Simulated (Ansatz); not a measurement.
Input and command of a plane-wave DFT calculation in Ansatz:

```yaml
crystal:
  lattice:
    - [0.0, 2.84, 2.84]
    - [2.84, 0.0, 2.84]
    - [2.84, 2.84, 0.0]
  atoms:
    - { symbol: Ca, position: [0.0, 0.0, 0.0] }
    - { symbol: S, position: [0.5, 0.5, 0.5] }
basis:
  ecutwfc: 420
kpoints:
  mp_grid: { grid: [6, 6, 6] }
hamiltonian:
  xc: pbesol
scf:
  occupations: { method: gaussian, width: 0.05 }
output:
  forces: true
  stress: true
  eigenvalues: true
```

```bash
ansatz run input.yaml --threads 1 --pin off --max-ram 1228MiB --backend cpu --events-out ev --progress --plain --runs-dir out
```

Processor: Arm Neoverse V2, 1 thread, on a host shared with other jobs.

**Question.** Estimate time, memory and problem size.

**Answer.** About 0.86 s on 1 thread of Arm Neoverse V2, with other jobs on the host, peak memory 0.26 GiB. It solves 12 bands at 16 k points (the mesh reduced by symmetry) with about 893 plane waves, in 6 SCF iterations.
